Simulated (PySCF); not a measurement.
How well do the runs reproduce experiment for C3H4N2?

**What was measured.**

From NIST CCCBDB Release 22 (SRD 101), experimental dipoles, for the gas: dipole moment 2.214 D.

How close the calculation comes is told at the end.

Compound: C₃H₄N₂.
Atom-mapped SMILES: `[cH:1]1[cH:2][n:3][nH:4][cH:5]1` (hydrogens: H6 on C1; H7 on C2; H8 on N4; H9 on C5)

Cartesian coordinates in Å at the PBE0-D3(BJ)/def2-SVP level; atoms count from 1:
```
atom  x, y, z in Å
C1     0.1561    1.0269    0.0420
C2     1.2171    0.1141   -0.1535
N3     0.7772   -1.1319   -0.2617
N4    -0.5419   -1.0340   -0.1399
C5    -0.9754    0.2344    0.0445
H6     0.2069    2.1059    0.1640
H7     2.2850    0.3200   -0.2193
H8    -1.1064   -1.8719   -0.1904
H9    -2.0305    0.4727    0.1610
```

The PySCF runs (gas phase, on this PBE0-D3(BJ)/def2-SVP geometry; no spin–orbit coupling):

```
                             level                                          job  basis functions  wall time
PBE0-D3(BJ)/def2-SVP, grid level 1  geometry optimisation from a GFN2-xTB start               90       12 s
```

Hardware: Arm Neoverse V1, one thread, no GPU, shared host.

Results beside the measurements:

**Dipole moment.** Measured: 2.214 D (NIST CCCBDB Release 22 (SRD 101), experimental dipoles).

```
               level  computed (D)  computed − measured (D)  % (from the printed values)
PBE0-D3(BJ)/def2-SVP         2.307                   +0.093                           +4
```

The computed dipoles belong to one fixed geometry; measured ones are averaged over vibrations unless marked μe. Magnitudes are compared, not signs.

The geometry is computed, not the measured one. Where a level misses, the cause wasn't examined.
